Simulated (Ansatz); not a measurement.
# Sr (Fm-3m) in Ansatz: notebook

Runs on Sr. Level: PBE. Tasks: single point, equation of state.

Everything below comes from runs of Ansatz 0.2.0. Logs are shortened: lines on timing, memory, paths and dates and some standing lists are left out, and cuts for length are marked.

### 1 The structure

It takes space group Fm-3m (No. 225, cubic). The conventional cell has a = 6.085 Å, b = 6.085 Å, c = 6.085 Å, α = 90.00°, β = 90.00°, γ = 90.00°. Sr (site symmetry m-3m) is surrounded by 12 Sr at 4.30 Å.

### 2 Single point, PBE, 52.94 Å³/atom (volume scaled by 0.94)

File input.yaml:

```yaml
crystal:
  lattice:
    - [0.0, 2.9802437979, 2.9802437979]
    - [2.9802437979, 0.0, 2.9802437979]
    - [2.9802437979, 2.9802437979, 0.0]
  atoms:
    - { symbol: Sr, position: [0.0, 0.0, 0.0] }
hamiltonian:
  xc: pbe
  pseudopotentials: { kind: paw }
kpoints:
  mp_grid: { grid: [8, 8, 8] }
scf:
  occupations: { method: fermi_dirac, width: 0.05 }
output:
  forces: true
  stress: true
  eigenvalues: true
```

Potentials or basis: Ansatz PAW.

Command:

```bash
> ansatz run input.yaml --threads 2 --pin off --max-ram 5632MiB --backend cpu --events-out ev --progress --plain --runs-dir out
```

The log of the run:

```text
Warning: RAYON_NUM_THREADS=2 ignored (pool sized by the plan → 2); use --threads N
Engine: ansatz 0.2.0, aarch64-unknown-linux-gnu
Pseudopotentials: kind: paw
Pseudopotential: Sr, paw, valence charge 10, recommended cutoff 420 eV (normal), Sr.paw.azcp
Functional definition: PBE
  parameter kappa = 0.804
  parameter beta = 0.06672455060314922
  exchange = pbe_x(kappa = kappa, mu = beta*pi^2/3)
  correlation = pbe_c(beta = beta)
Crystal: 1 atoms, lattice volume = 52.940 Å³
Basis set: ecut = 420 eV, 1037 PW (Γ), exchange–correlation on 60×60×60 points (8 copies of the dense FFT grid, shifted against one another)
Bands: 9, of which v1, the nominal top of the filled ones, is band 5 counted from 1 (4 counted from 0)
Symmetry: 48 space group operations
Space group: Fm-3m (ITA 225), of the structure as read, at distance tolerance 3.8e-5 Å
k-points: 29 of 512
Non-local potential: Sr, projectors of the file, l = 0: 3, l = 1: 2, l = 2: 2
PAW form: soft (Blöchl's): semilocal exchange-correlation on the pseudo side does not see the compensation charge
PAW one-centre angular grid: Sr, 110 points (default); XC on 64 Gauss nodes
Initial density: superposition of atomic densities (neutral atoms: chi_scale 0, normalization atom), corrected by the library's trained network
Initial wavefunctions: pseudopotential atomic-orbital guess
Functional: x = pbe(κ = 0.804, μ = 0.2195149727645171), c = pbe(β = 0.06672455060314922)
SCF iter   1: F=—  HF=-3544.227211 eV  |F-HF|=—  |Δ(HF+E_count)|=         —  Δρ=1.07e-3  dr2=9.55e-4  ethr=1.77e-3  ⟨swp⟩=6.8  Hψ=2298  notcnv=0
preconditioner: auto → none  [insulator: Δε(μ)=0.153 eV  Ē_g=3.567 eV  σ=0.050 eV  W_gap=0.62  n_scr=8 (ndim 8)  ℏωp=7.2 eV  f_vac=0.000  D(μ)=0.78/eV (n_scr^D=0)  ε∞_Penn≈5.1]
SCF iter   2: F=—  HF=-3544.227632 eV  |F-HF|=—  |Δ(HF+E_count)|=   4.21e-4  Δρ=4.84e-4  dr2=1.98e-4  ethr=9.55e-6  ⟨swp⟩=2.3  Hψ=651  notcnv=0
SCF iter   3: F=—  HF=-3544.227688 eV  |F-HF|=—  |Δ(HF+E_count)|=   5.61e-5  Δρ=9.31e-5  dr2=5.00e-6  ethr=1.98e-6  ⟨swp⟩=1.0  Hψ=261  notcnv=0
SCF iter   4: F=—  HF=-3544.227688 eV  |F-HF|=—  |Δ(HF+E_count)|=   1.64e-7  Δρ=2.23e-5  dr2=9.28e-8  ethr=5.00e-8  ⟨swp⟩=2.3  Hψ=408  notcnv=0
iter 5 did not close the SCF: its close was put off for the readings that it lacked (scf_convergence_deferred on its scf_iter line)
SCF iter   5: F=-3544.227688 eV  HF=-3544.227688 eV  |F-HF|=5.70e-9  |Δ(HF+E_count)|=  5.80e-10  Δρ=1.21e-5  dr2=2.34e-8  ethr=9.28e-10  ⟨swp⟩=1.8  Hψ=313  notcnv=0
SCF iter   6: F=-3544.227688 eV  HF=-3544.227688 eV  |F-HF|=1.11e-9  |Δ(HF+E_count)|=   9.57e-9  Δρ=2.46e-6  dr2=1.95e-9  ethr=2.34e-10  ⟨swp⟩=3.6  Hψ=1289  notcnv=0
SCF 1 converged in 6 iterations: F = -3544.227688 eV  dr2 = 1.95e-9
SCF converged after 6 iterations
Free energy (F): -3544.227688 eV
Harris-Foulkes:  -3544.227688 eV  (|F-HF|=1.11e-9)
Internal energy: -3544.220683 eV  (E = F + TS)
E sigma→0 (E₀):  -3544.224186 eV
Entropy (-TS):   -0.007005 eV (-7.005 meV/atom)
Fermi energy:    5.322127 eV
--- Per-component energies (eV) ---
  E_band       = -133.059427
  E_kinetic    = 241.762532
  E_local      = -760.345471  (includes V_loc(G=0)·N_el)
  E_nonlocal   = 202.886418
  E_hartree    = 191.409245
  E_xc         = -171.394263
  E_vxc        = -159.474707  (∫ρ·V_xc dr)
  E_paw        = -2694.722133  (= ΣΔE_a)
  E_vpaw       = -40.705735  (= ΣTr[D̂ρ^β])
  E_aug_tail   = -0.000001  (compensation charges beyond the density's cutoff)
  E_ewald      = -553.817011
  E_smearing   = -0.007005  (= −TS)
  E_closure    = 0.000000  (closes the sum)
  Σ components = -3544.227688   (vs F -3544.227688, Δ=0.00e0)
--- Forces (eV/Å), atoms counted from 1 ---
  atom   1  Sr    -0.00000000    -0.00000000    -0.00000000
  max |Σ_I F_I| component: 1.85e-32 eV/Å
--- Stress (GPa, compression-positive) ---
        0.404057      -0.000000       0.000000
        0.000000       0.404057      -0.000000
        0.000000      -0.000000       0.404057
  P = ⅓ Tr σ = 0.4041 GPa (4.041 kbar)
--- Band table (eV; the first three rows and the last of 29) ---
  k-point 0: bands = ["-31.1765", "-13.0589", "-13.0589", "-13.0589", "1.6363", "7.7313", "7.7313", "7.7313", "9.2602"]
  k-point 1: bands = ["-31.1741", "-13.0928", "-13.0634", "-13.0634", "1.8946", "7.3511", "7.8416", "7.8416", "9.1179"]
  k-point 2: bands = ["-31.1682", "-13.1732", "-13.0742", "-13.0742", "2.6088", "6.6168", "7.8860", "7.8860", "9.1992"]
  k-point 28: bands = ["-31.1543", "-13.2059", "-13.2059", "-13.1428", "5.3820", "5.9924", "5.9924", "7.6752", "10.6738"]
```

It took 0.5 s on 2 threads of Arm Neoverse V2, shared host; peak memory 0.27 GiB.

Results:

- Free energy: -3544.2277 eV
- Pressure: 0.4 GPa
- Band gap on the k mesh: none (metal or under the smearing width)

### 3 Single point, PBE, 54.07 Å³/atom (volume scaled by 0.96)

input.yaml, as its differences from that of step 2:

```diff
@@ -2,5 +2,5 @@
   lattice:
-    - [0.0, 2.9802437979, 2.9802437979]
-    - [2.9802437979, 0.0, 2.9802437979]
-    - [2.9802437979, 2.9802437979, 0.0]
+    - [0.0, 3.0012321217, 3.0012321217]
+    - [3.0012321217, 0.0, 3.0012321217]
+    - [3.0012321217, 3.0012321217, 0.0]
   atoms:
```

Potentials or basis: Ansatz PAW.

Command:

```bash
> ansatz run input.yaml --threads 2 --pin off --max-ram 5632MiB --backend cpu --events-out ev --progress --plain --runs-dir out
```

Wall time 0.52 s (2 threads of Arm Neoverse V2, shared host); peak memory 0.27 GiB.

Results (log left out):

| Item | Value |
| --- | --- |
| Free energy | -3544.2296 eV |
| Pressure | 0.1 GPa |
| Band gap on the k mesh | none (metal or under the smearing width) |

### 4 Single point, PBE, 55.19 Å³/atom (volume scaled by 0.98)

input.yaml, as its differences from that of step 3:

```diff
@@ -2,5 +2,5 @@
   lattice:
-    - [0.0, 3.0012321217, 3.0012321217]
-    - [3.0012321217, 0.0, 3.0012321217]
-    - [3.0012321217, 3.0012321217, 0.0]
+    - [0.0, 3.0219309284, 3.0219309284]
+    - [3.0219309284, 0.0, 3.0219309284]
+    - [3.0219309284, 3.0219309284, 0.0]
   atoms:
```

Command:

```bash
> ansatz run input.yaml --threads 2 --pin off --max-ram 5632MiB --backend cpu --events-out ev --progress --plain --runs-dir out
```

It took 0.46 s on 2 threads of Arm Neoverse V2, shared host; peak memory 0.27 GiB.

It converged, with:

* Free energy: -3544.2297 eV
* Pressure: -0.1 GPa
* Band gap on the k mesh: none (metal or under the smearing width)

### 5 Single point, PBE, 56.32 Å³/atom

input.yaml, as its differences from that of step 4:

```diff
@@ -2,5 +2,5 @@
   lattice:
-    - [0.0, 3.0219309284, 3.0219309284]
-    - [3.0219309284, 0.0, 3.0219309284]
-    - [3.0219309284, 3.0219309284, 0.0]
+    - [0.0, 3.04235, 3.04235]
+    - [3.04235, 0.0, 3.04235]
+    - [3.04235, 3.04235, 0.0]
   atoms:
```

Command:

```bash
> ansatz run input.yaml --threads 2 --pin off --max-ram 5632MiB --backend cpu --events-out ev --progress --plain --runs-dir out
```

It took 0.46 s on 2 threads of Arm Neoverse V2, shared host; peak memory 0.27 GiB.

Results (log left out):

- Free energy: -3544.2282 eV
- Pressure: -0.3 GPa
- Band gap on the k mesh: none (metal or under the smearing width)

### 6 Single point, PBE, 57.45 Å³/atom (volume scaled by 1.02)

input.yaml, as its differences from that of step 5:

```diff
@@ -2,5 +2,5 @@
   lattice:
-    - [0.0, 3.04235, 3.04235]
-    - [3.04235, 0.0, 3.04235]
-    - [3.04235, 3.04235, 0.0]
+    - [0.0, 3.0624986004, 3.0624986004]
+    - [3.0624986004, 0.0, 3.0624986004]
+    - [3.0624986004, 3.0624986004, 0.0]
   atoms:
@@ -18 +18,5 @@
   eigenvalues: true
+  write_density: true
+  write_potential: true
+  elf: true
+  volumetric_format: npy
```

Potentials or basis: Ansatz PAW.

Command:

```bash
> ansatz run input.yaml --threads 2 --pin off --max-ram 5632MiB --backend cpu --events-out ev --progress --plain --runs-dir out
```

Run time: 0.67 s. Hardware: 2 threads of Arm Neoverse V2, shared host; peak memory 0.28 GiB.

Results (log left out):

```yaml
Free_energy: -3544.2251 eV
Pressure: -0.5 GPa
Band_gap_on_the_k_mesh: none (metal or under the smearing width)
```

### 7 Single point, PBE, 58.57 Å³/atom (volume scaled by 1.04)

File input.yaml:

```yaml
crystal:
  lattice:
    - [0.0, 3.0823855122, 3.0823855122]
    - [3.0823855122, 0.0, 3.0823855122]
    - [3.0823855122, 3.0823855122, 0.0]
  atoms:
    - { symbol: Sr, position: [0.0, 0.0, 0.0] }
hamiltonian:
  xc: pbe
  pseudopotentials: { kind: paw }
kpoints:
  mp_grid: { grid: [8, 8, 8] }
scf:
  occupations: { method: fermi_dirac, width: 0.05 }
output:
  forces: true
  stress: true
  eigenvalues: true
```

Command:

```bash
> ansatz run input.yaml --threads 2 --pin off --max-ram 5632MiB --backend cpu --events-out ev --progress --plain --runs-dir out
```

Wall time 0.48 s (2 threads of Arm Neoverse V2, shared host); peak memory 0.27 GiB.

Results (log left out):

* Free energy: -3544.2208 eV
* Pressure: -0.7 GPa
* Band gap on the k mesh: none (metal or under the smearing width)

### 8 Single point, PBE, 59.70 Å³/atom (volume scaled by 1.06)

File input.yaml:

```yaml
crystal:
  lattice:
    - [0.0, 3.1020190703, 3.1020190703]
    - [3.1020190703, 0.0, 3.1020190703]
    - [3.1020190703, 3.1020190703, 0.0]
  atoms:
    - { symbol: Sr, position: [0.0, 0.0, 0.0] }
hamiltonian:
  xc: pbe
  pseudopotentials: { kind: paw }
kpoints:
  mp_grid: { grid: [8, 8, 8] }
scf:
  occupations: { method: fermi_dirac, width: 0.05 }
output:
  forces: true
  stress: true
  eigenvalues: true
  write_density: true
  write_potential: true
  elf: true
  volumetric_format: npy
```

Command:

```bash
> ansatz run input.yaml --threads 2 --pin off --max-ram 5632MiB --backend cpu --events-out ev --progress --plain --runs-dir out
```

It took 0.62 s on 2 threads of Arm Neoverse V2, shared host; peak memory 0.28 GiB.

It converged, with:

* Free energy: -3544.2152 eV
* Pressure: -0.9 GPa
* Band gap on the k mesh: none (metal or under the smearing width)

### 9 Equation of state, PBE

Potentials or basis: Ansatz PAW.

This step only gathers the single runs of the series.

Results:

| Item | Value |
| --- | --- |
| Equilibrium volume | 54.69 Å³/atom |
| Bulk modulus | 11.7 GPa |
| Pressure derivative of the bulk modulus | 3.4 |

Energy against volume, from the lowest point:
```csv
volume (Å³/atom),energy (meV/atom)
52.940,1.99
54.067,0.10
55.193,0.00
56.319,1.52
57.446,4.53
58.572,8.90
59.698,14.51
```
